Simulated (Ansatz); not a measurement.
# ZnS (Wurtzite-4H) (P6_3mc) in Ansatz: band structure with RPBE

Aim: the band structure of ZnS (Wurtzite-4H) with RPBE.

Program: Ansatz 0.2.0. These are calculated values, not measurements. Logs are shortened: lines on timing, memory, paths and dates and some standing lists are left out, and cuts for length are marked.

**Experimental background.**

From a printed reference work, monograph, for a bulk crystal of ZnS at 4 K: band gap 3.911 eV (direct).

The runs below are set against these values where they give the same quantity.

**1. Starting point**

Symmetry: P6_3mc, No. 186, hexagonal system. The conventional cell has a = 3.823 Å, b = 3.823 Å, c = 12.520 Å, α = 90.00°, β = 90.00°, γ = 120.00°. Around Zn (site symmetry 3m) lie 4 S at 2.34 to 2.35 Å. Zn (site symmetry 3m) has 4 S at 2.34 to 2.35 Å as nearest neighbours. Around S (site symmetry 3m) lie 4 Zn at 2.34 to 2.35 Å. S (site symmetry 3m) has 4 Zn at 2.34 to 2.35 Å as nearest neighbours.

**2. Band structure, RPBE**

Contents of input.yaml:

```yaml
crystal:
  lattice:
    - [3.8227, 0.0, 0.0]
    - [-1.91135, 3.310555311, 0.0]
    - [0.0, 0.0, 12.52]
  atoms:
    - { symbol: Zn, position: [0.6666666667, 0.3333333333, 0.75] }
    - { symbol: Zn, position: [0.3333333333, 0.6666666667, 0.25] }
    - { symbol: Zn, position: [0.0, 0.0, 0.5] }
    - { symbol: Zn, position: [0.0, 0.0, 0.0] }
    - { symbol: S, position: [0.6666666667, 0.3333333333, 0.9375] }
    - { symbol: S, position: [0.3333333333, 0.6666666667, 0.4375] }
    - { symbol: S, position: [0.0, 0.0, 0.6875] }
    - { symbol: S, position: [0.0, 0.0, 0.1875] }
hamiltonian:
  xc: rpbe
  pseudopotentials: { kind: paw }
kpoints:
  mp_grid: { grid: [8, 8, 3] }
  band_path:
    path:
      - [[0.0, 0.0, 0.0], [0.5, 0.0, 0.0], [0.3333333333, 0.3333333333, 0.0], [0.0, 0.0, 0.0], [0.0, 0.0, 0.5], [0.5, 0.0, 0.5], [0.3333333333, 0.3333333333, 0.5], [0.0, 0.0, 0.5]]
      - [[0.5, 0.0, 0.5], [0.5, 0.0, 0.0]]
      - [[0.3333333333, 0.3333333333, 0.0], [0.3333333333, 0.3333333333, 0.5]]
    npoints: 10
scf:
  occupations: { method: fermi_dirac, width: 0.05 }
  n_extra_bands: 20
output:
  forces: true
  stress: true
  eigenvalues: true
  fatbands: false
```

Potentials or basis: Ansatz PAW.

The run is started by

```
$ ansatz run input.yaml --threads 4 --pin off --max-ram 11264MiB --backend cpu --events-out ev --progress --plain --runs-dir out
```

What it wrote:

```text
Warning: RAYON_NUM_THREADS=4 ignored (pool sized by the plan → 4); use --threads N
scf.n_extra_bands = 20 over 36 filled bands (N_el = 72.0): the run solves 56 bands
Engine: ansatz 0.2.0, x86_64-unknown-linux-gnu
Pseudopotentials: kind: paw
Pseudopotential: Zn, paw, valence charge 12, recommended cutoff 420 eV (normal), Zn.paw.azcp
Pseudopotential: S, paw, valence charge 6, recommended cutoff 420 eV (normal), S.paw.azcp
Functional definition: RPBE
  parameter kappa = 0.804
  parameter beta = 0.06672455060314922
  exchange = rpbe_x(kappa = kappa, mu = beta*pi^2/3)
  correlation = pbe_c(beta = beta)
Crystal: 8 atoms, lattice volume = 158.444 Å³
Basis set: ecut = 420 eV, 3077 PW (Γ), exchange–correlation on 54×54×180 points (8 copies of the dense FFT grid, shifted against one another)
Bands: 56, of which v1, the nominal top of the filled ones, is band 36 counted from 1 (35 counted from 0)
Symmetry: 12 space group operations
Space group: P63mc (ITA 186), of the structure as read, at distance tolerance 5.4e-5 Å
k-points: 20 of 192 (time reversal used)
Non-local potential: Zn, projectors of the file, l = 0: 2, l = 1: 2, l = 2: 3, l = 3: 1
Non-local potential: S, projectors of the file, l = 0: 2, l = 1: 2, l = 2: 2
PAW form: soft (Blöchl's): semilocal exchange-correlation on the pseudo side does not see the compensation charge
PAW frozen core: Zn, regenerated for the run's functional, and the local potential with it (the file was generated under x = pbe(κ = 0.804, μ = 0.2195149727645171), c = pbe(β = 0.06672455060314922))
PAW frozen core: S, regenerated for the run's functional, and the local potential with it (the file was generated under x = pbe(κ = 0.804, μ = 0.2195149727645171), c = pbe(β = 0.06672455060314922))
PAW one-centre angular grid: Zn, 590 points (default); XC on 64 Gauss nodes
PAW one-centre angular grid: S, 110 points (default); XC on 64 Gauss nodes
Initial density: superposition of atomic densities (neutral atoms: chi_scale 0, normalization atom), corrected by the library's trained network
Initial wavefunctions: pseudopotential atomic-orbital guess
Functional: x = rpbe, c = pbe(β = 0.06672455060314922)
SCF iter   1: F=—  HF=-16926.412071 eV  |F-HF|=—  |Δ(HF+E_count)|=         —  Δρ=3.94e-3  dr2=1.32e-2  ethr=1.77e-3  ⟨swp⟩=7.2  Hψ=5554  notcnv=0  defer=81
preconditioner: auto → Resta (q_TF=auto, 2.392 Å⁻¹)  ε∞=4.6  [insulator: Δε(μ)=2.306 eV  Ē_g=13.119 eV  σ=0.050 eV  W_gap=1.00  n_scr=38 (ndim 8)  ℏωp=25.0 eV  f_vac=0.034  D(μ)=0.00/eV (n_scr^D=0)  ε∞_Penn≈4.6]
SCF iter   2: F=—  HF=-16926.409583 eV  |F-HF|=—  |Δ(HF+E_count)|=   2.49e-3  Δρ=1.29e-3  dr2=2.23e-3  ethr=1.83e-5  ⟨swp⟩=2.0  Hψ=2034  notcnv=0  defer=180
SCF iter   3: F=—  HF=-16926.409347 eV  |F-HF|=—  |Δ(HF+E_count)|=   2.37e-4  Δρ=9.21e-4  dr2=9.81e-4  ethr=3.10e-6  ⟨swp⟩=2.0  Hψ=1353  notcnv=0  defer=180
SCF iter   4: F=—  HF=-16926.409757 eV  |F-HF|=—  |Δ(HF+E_count)|=   4.10e-4  Δρ=3.48e-4  dr2=2.25e-4  ethr=1.36e-6  ⟨swp⟩=2.0  Hψ=1374  notcnv=0  defer=180
SCF iter   5: F=—  HF=-16926.409870 eV  |F-HF|=—  |Δ(HF+E_count)|=   1.13e-4  Δρ=8.71e-5  dr2=1.88e-5  ethr=3.12e-7  ⟨swp⟩=2.0  Hψ=1125  notcnv=0  defer=180
SCF iter   6: F=—  HF=-16926.409751 eV  |F-HF|=—  |Δ(HF+E_count)|=   1.19e-4  Δρ=2.54e-5  dr2=9.90e-7  ethr=2.61e-8  ⟨swp⟩=2.0  Hψ=1567  notcnv=0  defer=180
SCF iter   7: F=—  HF=-16926.409754 eV  |F-HF|=—  |Δ(HF+E_count)|=   3.07e-6  Δρ=2.40e-5  dr2=5.87e-7  ethr=1.38e-9  ⟨swp⟩=2.0  Hψ=1567  notcnv=0  defer=180
SCF iter   8: F=-16926.409754 eV  HF=-16926.409754 eV  |F-HF|=1.16e-7  |Δ(HF+E_count)|=   6.89e-8  Δρ=5.88e-6  dr2=4.80e-8  ethr=1.39e-10  ⟨swp⟩=9.9  Hψ=6295  notcnv=0
SCF 1 converged in 8 iterations: F = -16926.409754 eV  dr2 = 4.80e-8
NSCF: frozen V_eff on 93 k-points
SCF converged after 8 iterations
Free energy (F): -16926.409754 eV
Harris-Foulkes:  -16926.409754 eV  (|F-HF|=1.16e-7)
Internal energy: -16926.409754 eV  (E = F + TS)
E sigma→0 (E₀):  -16926.409754 eV
Fermi energy:    7.043837 eV
--- Per-component energies (eV) ---
  E_band       = 28.271898
  E_kinetic    = 952.874805
  E_local      = -8181.430152  (includes V_loc(G=0)·N_el)
  E_nonlocal   = 2569.703525
  E_hartree    = 3425.333222
  E_xc         = -939.900833
  E_vxc        = -555.897198  (∫ρ·V_xc dr)
  E_paw        = -9748.667362  (= ΣΔE_a)
  E_vpaw       = -1607.639765  (= ΣTr[D̂ρ^β])
  E_aug_tail   = -0.001448  (compensation charges beyond the density's cutoff)
  E_ewald      = -5003.879258
  E_core_change = -0.442253  (= ΣΔE_core)
  E_smearing   = -0.000000  (= −TS)
  E_closure    = 0.000000  (closes the sum)
  Σ components = -16926.409754   (vs F -16926.409754, Δ=0.00e0)
--- Forces (eV/Å), atoms counted from 1 ---
  atom   1  Zn     0.00000000    -0.00000000     0.01002814
  atom   2  Zn     0.00000000     0.00000000     0.01002814
  atom   3  Zn     0.00000000    -0.00000000     0.02167540
  atom   4  Zn     0.00000000     0.00000000     0.02167540
  atom   5  S     -0.00000000    -0.00000000     0.01140286
  atom   6  S      0.00000000     0.00000000     0.01140286
  atom   7  S     -0.00000000     0.00000000    -0.04311888
  atom   8  S     -0.00000000    -0.00000000    -0.04311888
  max |Σ_I F_I| component: 2.50e-5 eV/Å
--- Stress (GPa, compression-positive) ---
        3.955852       0.000000       0.000000
        0.000000       3.955852      -0.000000
       -0.000000       0.000000       3.796915
  P = ⅓ Tr σ = 3.9029 GPa (39.029 kbar)
--- Band table (eV; the first three rows and the last of 20) ---
  k-point 0: bands = ["-7.2535", "-6.8440", "-6.8319", "-6.3435", "-0.4230", "-0.4198", "-0.4198", "-0.3869", "-0.3811", "-0.3811", "-0.3740", "-0.3576", "-0.3576", "-0.3217", "-0.3217", "0.0544", "0.0544", "0.0616", "0.0616", "0.0909", "0.0909", "0.1067", "0.1067", "0.2713", "0.6350", "3.0574", "3.0723", "4.9933", "4.9933", "5.3898", "5.3898", "5.4071", "5.4071", "5.8180", "5.8566", "5.8566", "8.1561", "9.1710", "9.3655", "9.6100", "12.2546", "12.2546", "12.3687", "12.5641", "12.5641", "12.7629", "12.8882", "13.0248", "13.0248", "13.1900", "13.1900", "15.1094", "16.3523", "16.3523", "16.7157", "16.7157"]
  k-point 1: bands = ["-7.2014", "-7.0538", "-6.6027", "-6.4156", "-0.4244", "-0.4194", "-0.4132", "-0.4132", "-0.3961", "-0.3961", "-0.3434", "-0.3434", "-0.3277", "-0.3277", "-0.2650", "-0.0234", "0.0562", "0.0562", "0.0599", "0.0599", "0.0949", "0.0949", "0.1028", "0.1028", "1.1532", "2.0230", "4.1908", "5.0453", "5.0453", "5.1906", "5.1906", "5.2571", "5.6192", "5.6192", "5.7911", "5.7911", "8.6232", "9.2250", "9.2335", "9.4162", "12.2546", "12.2616", "12.3355", "12.3355", "12.4949", "12.4949", "13.0408", "13.0408", "13.1284", "13.1284", "13.8094", "14.7223", "16.5588", "16.5588", "16.8038", "16.8038"]
  k-point 2: bands = ["-7.1508", "-6.7592", "-6.7471", "-6.2866", "-0.4279", "-0.4102", "-0.3991", "-0.3984", "-0.3906", "-0.3556", "-0.3397", "-0.3322", "-0.3294", "-0.3078", "-0.2912", "0.0382", "0.0464", "0.0518", "0.0699", "0.0701", "0.0896", "0.0931", "0.1126", "0.3050", "0.7863", "3.0099", "3.0265", "4.2656", "4.7556", "4.7635", "4.8071", "5.0503", "5.2044", "5.2163", "5.6877", "5.7290", "8.9120", "9.8390", "9.9771", "10.2476", "11.7804", "11.8843", "12.1179", "12.5214", "12.5875", "12.8782", "12.9804", "12.9902", "13.3318", "13.6233", "13.7264", "14.6871", "15.5693", "15.8415", "16.9061", "17.1090"]
  k-point 19: bands = ["-6.1844", "-6.1568", "-6.0885", "-6.0661", "-0.3504", "-0.3443", "-0.2687", "-0.2499", "-0.2287", "-0.2209", "-0.1761", "-0.1486", "-0.0537", "-0.0438", "-0.0059", "0.0170", "0.0530", "0.0593", "0.0817", "0.0979", "0.2858", "0.3145", "0.3636", "0.3845", "1.1691", "1.2231", "1.4217", "1.4865", "2.6730", "2.7709", "3.2981", "3.4626", "3.7346", "4.0941", "4.4075", "4.4147", "10.3936", "10.4600", "10.7914", "11.2469", "11.8275", "11.8923", "12.3116", "12.6678", "13.2615", "13.5024", "13.8587", "14.5315", "14.9682", "15.0822", "15.6425", "15.8631", "16.3829", "16.5871", "17.1079", "17.3367"]
```

It took 7.1 s on 4 threads of Intel Xeon 6975P-C (Granite Rapids), shared host; peak memory 0.83 GiB.

What came out:

* Free energy: -16926.4098 eV
* Pressure: 3.9 GPa
* Largest force: 0.043 eV/Å
* Band gap on the k mesh: 2.30 eV, direct
* Band gap along the path: 2.30 eV, direct

Forces on the atoms (eV/Å):
```
Zn   0.000  0.000  0.010
Zn   0.000  0.000  0.010
Zn   0.000  0.000  0.022
Zn   0.000  0.000  0.022
S    0.000  0.000  0.011
S    0.000  0.000  0.011
S    0.000  0.000 -0.043
S    0.000  0.000 -0.043
```

Levels at the corners of the path, in eV from the valence-band top:
```csv
point,band 33,band 34,band 35,band 36,band 37,band 38,band 39,band 40
Γ,-0.45,-0.04,0.00,0.00,2.30,3.31,3.51,3.75
M,-1.57,-1.55,-1.09,-0.87,3.44,3.51,3.89,4.47
K,-2.26,-1.73,-1.73,-1.31,4.60,5.02,5.02,5.38
Γ,-0.45,-0.04,0.00,0.00,2.30,3.31,3.51,3.75
A,-0.14,-0.14,-0.14,-0.14,3.12,3.12,3.44,3.44
L,-1.47,-1.47,-1.09,-1.09,3.82,3.82,4.15,4.15
H,-1.78,-1.78,-1.59,-1.59,4.51,4.51,5.27,5.27
A,-0.14,-0.14,-0.14,-0.14,3.12,3.12,3.44,3.44
L,-1.47,-1.47,-1.09,-1.09,3.82,3.82,4.15,4.15
M,-1.57,-1.55,-1.09,-0.87,3.44,3.51,3.89,4.47
K,-2.26,-1.73,-1.73,-1.31,4.60,5.02,5.02,5.38
H,-1.78,-1.78,-1.59,-1.59,4.51,4.51,5.27,5.27
```

Caveat: the PAW data sets come from PBE, with cores solved anew for the run's functional, which leaves a small shift of forces and pressure.

**3. Against experiment**

Step 2. A measured gap of ZnS is 3.911 eV (direct; 4 K; a printed reference work, monograph); the calculated 2.30 eV misses it by -1.61 eV. The value is that of RPBE, without temperature or zero-point motion. Semilocal functionals fall short of measured gaps as a rule.
